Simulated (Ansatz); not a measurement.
# A trial form of P

These are results of DFT PBE, scalar-relativistic, plane waves, PAW in Ansatz, not measurements. Cutoff 420 eV, Gaussian smearing, Γ-centred meshes. Cell and atoms relax first on a coarse mesh and then on a finer one. In between, the cell is made exact in the group found at 0.06 Å. In metals the finer mesh still leaves noise of several meV/atom or more. The steps can't lower the symmetry of their start. No spin polarisation.

The cell of P is invented: random cell by space group and Wyckoff sites (P4/mbm, No. 127). Its size is a rough estimate.

```
CELL_PARAMETERS angstrom
6.20259 0.00000 0.00000
0.00000 6.20259 0.00000
0.00000 0.00000 3.72169
ATOMIC_POSITIONS crystal
P 0.20849 0.01823 0.00000
P 0.79151 0.98177 0.00000
P 0.98177 0.20849 0.00000
P 0.01823 0.79151 0.00000
P 0.70849 0.48177 0.00000
P 0.29151 0.51823 0.00000
P 0.48177 0.29151 0.00000
P 0.51823 0.70849 0.00000
```

Energies count from the standard state of P at the same level. The references include black phosphorus.

Problem. Which structure results?

Solution. The symmetry goes from P4/mbm (No. 127) to Pm-3m (No. 221), and the primitive cell from 8 to 1 atom. The end has the simple cubic type. The volume per atom shrinks by 18.4 %, from 17.9 to 14.6 Å³. The shortest distance goes from 1.84 Å (P–P) to 2.44 Å (P–P). The energy falls by about 1.7 eV/atom (the start's value is from the coarse mesh). The end is written in a standard setting, so origin, axes and order of atoms can differ from the start's. Conventional cell: a = 2.444 Å. Around P lie 6 P at 2.44 Å.

```cif
data_structure
_symmetry_space_group_name_H-M 'Pm-3m'
_symmetry_Int_Tables_number 221
_cell_length_a 2.4445
_cell_length_b 2.4445
_cell_length_c 2.4445
_cell_angle_alpha 90.000
_cell_angle_beta 90.000
_cell_angle_gamma 90.000
_cell_volume 14.61
loop_
_atom_site_label
_atom_site_type_symbol
_atom_site_symmetry_multiplicity
_atom_site_Wyckoff_symbol
_atom_site_fract_x
_atom_site_fract_y
_atom_site_fract_z
_atom_site_occupancy
P1 P 1 b 0.50000 0.50000 0.50000 1
```

Problem. Give its energy and gap.

Solution.

- Energy over the standard state: +0.09 eV/atom
- Gap on the 22×22×22 mesh of the 1-atom cell: 0 eV (a metal)

So it is a metastable form at best.

The last run used Gaussian smearing of 0.10 eV. The reference form of P is held partly by dispersion forces, which this level lacks. A structure relaxed within its symmetry needn't be a true minimum. In all, the 3 runs took 6.3 min on 1 thread of Arm Neoverse N1 (shared host). Another cell of P relaxed alike, in R-3m, lies 46 meV/atom lower, so this cell isn't the stable form at this level.
